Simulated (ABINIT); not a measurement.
# BeTe (F-43m) in ABINIT: further runs

One crystal, BeTe, is run at these levels: PBE, HSE06; tasks: single point.

Program: ABINIT 10.8.3 (patched build). These are calculated values, not measurements. Logs are shortened: lines on timing, memory, paths and dates and some standing lists are left out, and cuts for length are marked. The log counts tension as positive stress, the text compression.

**1. The structure**

The structure is cubic, space group F-43m (No. 216). The conventional cell has a = 5.540 Å, b = 5.540 Å, c = 5.540 Å, α = 90.00°, β = 90.00°, γ = 90.00°. Te (site symmetry -43m) has 4 Be at 2.40 Å as nearest neighbours. Be (site symmetry -43m) is surrounded by 4 Te at 2.40 Å.

**2. Single point, PBE**

The input, run.abi:

```
# Pseudopotentials
pp_dirpath "./"
pseudos "Te_ONCV_PBE-1.2.upf, Be_ONCV_PBE-1.2.upf"

# Structure
acell 3*1.0
rprim
     0.0000000000     5.2345413652     5.2345413652
     5.2345413652     0.0000000000     5.2345413652
     5.2345413652     5.2345413652     0.0000000000
ntypat 2
znucl 52 4
natom 2
typat 1 2
xcart
     7.8518120478     7.8518120478     7.8518120478
     0.0000000000     0.0000000000     0.0000000000

# Plane-wave basis
ecut 26.0

# k points
kptopt 1
ngkpt 6 6 6
nshiftk 1
shiftk 0.0 0.0 0.0

# Exchange and correlation
ixc 11

# Bands and occupations
nband 12
occopt 1

# SCF cycle
nstep 100
tolvrs 1.0e-10
diemac 6.0

# Output
iomode 3
prtwf 0
prtden 0
prteig 0
prtebands 0
enunit 1
prtvol 2
```

Potentials or basis: SG15 NC PBE v1.2.

Started as:

```
$ mpirun --bind-to none -np 8 abinit run.abi > log 2>&1
```

run.abo:

```text
.Version 10.8.3 of ABINIT
 Symmetries : space group F-4 3 m (#216); Bravais cF (face-center cubic)
================================================================================
 Values of the parameters that define the memory need of the present run
     intxc =       0    ionmov =       0      iscf =       7    lmnmax =       6
     lnmax =       6     mgfft =      36  mpssoang =       3    mqgrid =    3001
     natom =       2  nloc_mem =       1    nspden =       1   nspinor =       1
    nsppol =       1      nsym =      24    n1xccc =       0    ntypat =       2
    occopt =       1   xclevel =       2
       mpw =        1853          nfft =       46656          nkpt =          16
================================================================================
================================================================================

--------------------------------------------------------------------------------
------------- Echo of variables that govern the present computation ------------
--------------------------------------------------------------------------------
 -outvars: echo values of preprocessed input variables --------
            acell      1.0000000000E+00  1.0000000000E+00  1.0000000000E+00 Bohr
              amu      1.27600000E+02  9.01218200E+00
           diemac      6.00000000E+00
             ecut      2.60000000E+01 Hartree
           enunit           1
              ixc          11
         kptrlatt        6    0    0      0    6    0      0    0    6
          kptrlen      4.44165563E+01
            natom           2
            nband          12
            ngfft          36      36      36
             nkpt          16
            nstep         100
             nsym          24
           ntypat           2
           prtden           0
        prtebands           0
           prteig           0
           prtvol           2
            prtwf           0
            rprim      0.0000000000E+00  5.2345413652E+00  5.2345413652E+00
                       5.2345413652E+00  0.0000000000E+00  5.2345413652E+00
                       5.2345413652E+00  5.2345413652E+00  0.0000000000E+00
          spgroup         216
           tolvrs      1.00000000E-10
            typat      1  2
           xangst      4.1549999972E+00  4.1549999972E+00  4.1549999972E+00
                       0.0000000000E+00  0.0000000000E+00  0.0000000000E+00
            xcart      7.8518120478E+00  7.8518120478E+00  7.8518120478E+00
                       0.0000000000E+00  0.0000000000E+00  0.0000000000E+00
             xred      7.5000000000E-01  7.5000000000E-01  7.5000000000E-01
                       0.0000000000E+00  0.0000000000E+00  0.0000000000E+00
            znucl       52.00000    4.00000

================================================================================

 chkinp: Checking input parameters for consistency.

================================================================================
== DATASET  1 ==================================================================

--- !DatasetInfo
iteration_state: {dtset: 1, }
dimensions: {natom: 2, nkpt: 16, mband: 12, nsppol: 1, nspinor: 1, nspden: 1, mpw: 1853, }
cutoff_energies: {ecut:  26.0, pawecutdg:  -1.0, }
electrons: {nelect:   2.00000000E+01, charge:   0.00000000E+00, occopt:   1.00000000E+00, tsmear:   1.00000000E-02, }
meta: {optdriver: 0, ionmov: 0, optcell: 0, iscf: 7, paral_kgb: 0, }
...

 Exchange-correlation functional for the present dataset will be:
  GGA: Perdew-Burke-Ernzerhof functional - ixc=11
  J.P.Perdew, K.Burke, M.Ernzerhof, PRL 77, 3865 (1996)

 Real(R)+Recip(G) space primitive vectors, cartesian coordinates (Bohr,Bohr^-1):
 R(1)=  0.0000000  5.2345414  5.2345414  G(1)= -0.0955194  0.0955194  0.0955194
 R(2)=  5.2345414  0.0000000  5.2345414  G(2)=  0.0955194 -0.0955194  0.0955194
 R(3)=  5.2345414  5.2345414  0.0000000  G(3)=  0.0955194  0.0955194 -0.0955194
 Unit cell volume ucvol=  2.8685730E+02 bohr^3
 Angles (23,13,12)=  6.00000000E+01  6.00000000E+01  6.00000000E+01 degrees

 getcut: wavevector=  0.0000  0.0000  0.0000  ngfft=  36  36  36
         ecut(hartree)=     26.000   => boxcut(ratio)=   2.11864

--- Pseudopotential description ------------------------------------------------
- pspini: atom type   1  psp file is ./Te_ONCV_PBE-1.2.upf
12 -101130 2 -1 602                           pspcod,pspxc,lmax,lloc,mmax
     nproj     2     2     2

- pspini: atom type   2  psp file is ./Be_ONCV_PBE-1.2.upf
12 -101130 1 -1 602                           pspcod,pspxc,lmax,lloc,mmax
     nproj     2     2     0

   1.01203631E+03                                ecore*ucvol(ha*bohr**3)
[... 51 lines left out ...]
- [ -0.00000000E+00,  -0.00000000E+00,  -0.00000000E+00, ]
- [ -0.00000000E+00,  -0.00000000E+00,  -0.00000000E+00, ]
force_length_stats: {min:   0.00000000E+00, max:   0.00000000E+00, mean:   0.00000000E+00, }
...

 Integrated electronic density in atomic spheres:
 ------------------------------------------------
 Atom  Sphere_radius  Integrated_density
    1        2.00000         11.97906109
    2        2.00000          3.06943921
================================================================================

 ----iterations are completed or convergence reached----

 Mean square residual over all n,k,spin=   36.470E-09; max=  32.001E-07
   0.0000  0.0000  0.0000    1  3.20868E-08 kpt; spin; max resid(k); each band:
  1.81E-18 2.06E-17 1.67E-17 3.18E-17 3.38E-18 3.35E-18 3.48E-17 8.18E-17
  5.08E-17 2.94E-17 2.62E-14 3.21E-08
   0.1667  0.0000  0.0000    1  3.41717E-07 kpt; spin; max resid(k); each band:
  5.51E-18 2.38E-17 5.26E-18 3.20E-17 4.18E-18 3.65E-18 2.75E-16 2.57E-16
  5.18E-17 5.38E-17 3.42E-07 5.07E-13
   0.3333  0.0000  0.0000    1  2.31182E-11 kpt; spin; max resid(k); each band:
  8.36E-18 2.44E-17 3.10E-17 6.69E-18 5.80E-18 7.17E-18 2.24E-16 4.67E-16
  3.70E-17 2.62E-17 2.31E-11 3.40E-16
   0.5000  0.0000  0.0000    1  5.02751E-13 kpt; spin; max resid(k); each band:
  9.28E-18 2.51E-17 3.40E-17 4.12E-18 5.42E-18 9.71E-18 8.93E-17 6.19E-16
  1.61E-17 2.29E-17 5.03E-13 1.87E-16
   0.1667  0.1667  0.0000    1  3.20010E-06 kpt; spin; max resid(k); each band:
  4.55E-18 2.72E-17 1.20E-17 2.52E-17 5.93E-18 3.29E-18 2.94E-16 3.41E-16
  4.43E-17 5.14E-17 2.20E-14 3.20E-06
   0.3333  0.1667  0.0000    1  6.65754E-08 kpt; spin; max resid(k); each band:
  8.93E-18 3.60E-17 1.47E-17 5.99E-18 1.42E-17 3.46E-18 2.87E-16 3.92E-16
[... 16 lines left out ...]
  -0.3333  0.3333  0.0000    1  9.07691E-07 kpt; spin; max resid(k); each band:
  7.40E-18 3.87E-17 8.61E-18 4.98E-18 2.14E-17 4.16E-18 4.17E-17 3.24E-16
  6.94E-16 1.96E-17 8.28E-16 9.08E-07
   0.5000  0.5000  0.0000    1  7.01991E-16 kpt; spin; max resid(k); each band:
  9.13E-18 4.79E-17 5.13E-18 5.13E-18 2.84E-17 3.04E-18 1.14E-16 6.39E-16
  3.01E-17 3.01E-17 3.03E-16 7.02E-16
   0.5000  0.3333  0.1667    1  1.17309E-07 kpt; spin; max resid(k); each band:
  6.27E-18 3.64E-17 9.95E-18 7.28E-18 2.43E-17 4.16E-18 1.82E-16 4.89E-16
  3.28E-16 4.30E-16 1.11E-13 1.17E-07
  -0.3333  0.3333  0.1667    1  1.11410E-14 kpt; spin; max resid(k); each band:
  7.79E-18 1.66E-17 3.06E-17 8.18E-18 1.75E-17 8.44E-18 5.74E-17 4.93E-16
  2.90E-16 4.91E-16 4.98E-15 1.11E-14
  -0.3333  0.5000  0.1667    1  1.24923E-15 kpt; spin; max resid(k); each band:
  8.23E-18 4.53E-17 6.90E-18 5.95E-18 2.62E-17 4.10E-18 4.89E-17 4.36E-16
  4.11E-16 5.47E-16 1.25E-15 9.86E-16
 reduced coordinates (array xred) for    2 atoms
       0.750000000000      0.750000000000      0.750000000000
       0.000000000000      0.000000000000      0.000000000000
 rms dE/dt=  0.0000E+00; max dE/dt=  0.0000E+00; dE/dt below (all hartree)
    1       0.000000000000      0.000000000000      0.000000000000
    2       0.000000000000      0.000000000000      0.000000000000

 cartesian coordinates (angstrom) at end:
    1      4.15499999717058     4.15499999717058     4.15499999717058
    2      0.00000000000000     0.00000000000000     0.00000000000000

 cartesian forces (hartree/bohr) at end:
    1     -0.00000000000000    -0.00000000000000    -0.00000000000000
    2     -0.00000000000000    -0.00000000000000    -0.00000000000000
 frms,max,avg= 0.0000000E+00 0.0000000E+00   0.000E+00  0.000E+00  0.000E+00 h/b

 cartesian forces (eV/Angstrom) at end:
    1     -0.00000000000000    -0.00000000000000    -0.00000000000000
    2     -0.00000000000000    -0.00000000000000    -0.00000000000000
 frms,max,avg= 0.0000000E+00 0.0000000E+00   0.000E+00  0.000E+00  0.000E+00 e/A
 length scales=  1.000000000000  1.000000000000  1.000000000000 bohr
              =  0.529177210544  0.529177210544  0.529177210544 angstroms
 Fermi (or HOMO) energy (eV) =   4.24368   Average Vxc (eV)=  -9.71209
 Eigenvalues (   eV  ) for nkpt=  16  k points:
 kpt#   1, nband= 12, wtk=  0.00463, kpt=  0.0000  0.0000  0.0000 (reduced coord)
 -96.15972  -32.15930  -32.15930  -32.15930  -32.14288  -32.14288   -8.38858    4.24368
   4.24368    4.24368    7.84976    7.84976
 kpt#   2, nband= 12, wtk=  0.03704, kpt=  0.1667  0.0000  0.0000 (reduced coord)
 -96.15972  -32.15866  -32.15830  -32.15830  -32.14274  -32.14274   -8.11128    2.15602
   3.83224    3.83224    7.84001    8.43446
 kpt#   3, nband= 12, wtk=  0.03704, kpt=  0.3333  0.0000  0.0000 (reduced coord)
 -96.15972  -32.15741  -32.15659  -32.15659  -32.14219  -32.14219   -7.41003   -0.44347
   3.25582    3.25582    7.59024    8.89747
 kpt#   4, nband= 12, wtk=  0.01852, kpt=  0.5000  0.0000  0.0000 (reduced coord)
 -96.15971  -32.15678  -32.15590  -32.15590  -32.14174  -32.14174   -6.92243   -1.60806
   3.03167    3.03167    7.48896    8.84947
 kpt#   5, nband= 12, wtk=  0.02778, kpt=  0.1667  0.1667  0.0000 (reduced coord)
 -96.15972  -32.15972  -32.15728  -32.15728  -32.14346  -32.14206   -8.01821    2.51409
   3.14715    3.14715    7.23484    9.51191
 kpt#   6, nband= 12, wtk=  0.11111, kpt=  0.3333  0.1667  0.0000 (reduced coord)
 -96.15972  -32.15910  -32.15554  -32.15541  -32.14356  -32.14137   -7.44760    0.36972
[... 16 lines left out ...]
 kpt#  12, nband= 12, wtk=  0.05556, kpt= -0.3333  0.3333  0.0000 (reduced coord)
 -96.15971  -32.15752  -32.15394  -32.15314  -32.14324  -32.14136   -6.51044   -0.64862
   0.00207    2.17140    7.24180   11.22722
 kpt#  13, nband= 12, wtk=  0.01389, kpt=  0.5000  0.5000  0.0000 (reduced coord)
 -96.15971  -32.16099  -32.15119  -32.15119  -32.14529  -32.13959   -6.38347   -1.12679
   1.41848    1.41848    6.11282    6.87011
 kpt#  14, nband= 12, wtk=  0.11111, kpt=  0.5000  0.3333  0.1667 (reduced coord)
 -96.15971  -32.15828  -32.15486  -32.15330  -32.14366  -32.14103   -6.87505   -0.35500
   0.99010    2.11400    8.22658    9.23536
 kpt#  15, nband= 12, wtk=  0.11111, kpt= -0.3333  0.3333  0.1667 (reduced coord)
 -96.15971  -32.15642  -32.15587  -32.15234  -32.14331  -32.14127   -6.51014   -0.85610
   0.54306    1.65968    8.73499    9.08463
 kpt#  16, nband= 12, wtk=  0.05556, kpt= -0.3333  0.5000  0.1667 (reduced coord)
 -96.15971  -32.15857  -32.15364  -32.15121  -32.14431  -32.14054   -6.35381   -0.76819
   0.63121    0.93406    7.96526    8.55051
 Total charge density [el/Bohr^3]
)     Maximum=    2.2044E+00  at reduced coord.    0.0000    0.0000    0.0000
)Next maximum=    1.9170E+00  at reduced coord.    0.0000    0.0278    0.9722
)     Minimum=    2.3581E-03  at reduced coord.    0.2500    0.2500    0.2500
)Next minimum=    2.4038E-03  at reduced coord.    0.2500    0.2500    0.2222
   Integrated=    2.0000E+01

--- !EnergyTerms
iteration_state     : {dtset: 1, }
comment             : Components of total free energy in Hartree
kinetic             :  5.02264121707051E+01
hartree             :  2.40595935630975E+01
xc                  : -1.13706814437514E+01
Ewald energy        : -6.44626813580914E+01
psp_core            :  3.52801311358850E+00
local_psp           : -6.80392823291995E+01
non_local_psp       : -3.46615319977507E+01
total_energy        : -1.00720158281402E+02
total_energy_eV     : -2.74073512975157E+03
band_energy         : -1.91278935509482E+01
...

 Cartesian components of stress tensor (hartree/bohr^3)
  sigma(1 1)= -1.45436824E-04  sigma(3 2)=  0.00000000E+00
  sigma(2 2)= -1.45436824E-04  sigma(3 1)=  0.00000000E+00
  sigma(3 3)= -1.45436824E-04  sigma(2 1)=  0.00000000E+00

-Cartesian components of stress tensor (GPa)         [Pressure=  4.2789E+00 GPa]
- sigma(1 1)= -4.27889908E+00  sigma(3 2)=  0.00000000E+00
- sigma(2 2)= -4.27889908E+00  sigma(3 1)=  0.00000000E+00
- sigma(3 3)= -4.27889908E+00  sigma(2 1)=  0.00000000E+00

== END DATASET(S) ==============================================================
================================================================================

 -outvars: echo values of variables after computation  --------
            acell      1.0000000000E+00  1.0000000000E+00  1.0000000000E+00 Bohr
           etotal     -1.0072015828E+02
            fcart     -0.0000000000E+00 -0.0000000000E+00 -0.0000000000E+00
                      -0.0000000000E+00 -0.0000000000E+00 -0.0000000000E+00
            rprim      0.0000000000E+00  5.2345413652E+00  5.2345413652E+00
                       5.2345413652E+00  0.0000000000E+00  5.2345413652E+00
                       5.2345413652E+00  5.2345413652E+00  0.0000000000E+00
           strten     -1.4543682369E-04 -1.4543682369E-04 -1.4543682369E-04
                       0.0000000000E+00  0.0000000000E+00  0.0000000000E+00
           xangst      4.1549999972E+00  4.1549999972E+00  4.1549999972E+00
                       0.0000000000E+00  0.0000000000E+00  0.0000000000E+00
             xred      7.5000000000E-01  7.5000000000E-01  7.5000000000E-01
                       0.0000000000E+00  0.0000000000E+00  0.0000000000E+00
 Calculation completed.
```

It took 1.8 s on 8 MPI ranks of Arm Neoverse V2, shared host; peak memory 0.48 GiB.

What came out:

| Quantity | Value |
| --- | --- |
| Free energy | -2740.7351 eV |
| Pressure | 4.3 GPa |
| Band gap on the k mesh | 1.87 eV, indirect (least direct gap 3.61 eV) |
| Valence electrons inside the program's atomic spheres | Te 11.98; Be 3.07 |

Caveat: spin-orbit coupling is left out, which moves the levels of the heavy elements. Expect the measured gap to be larger: semilocal functionals such as PBE lack the derivative discontinuity.

(Part 1 of 2 ends here.)
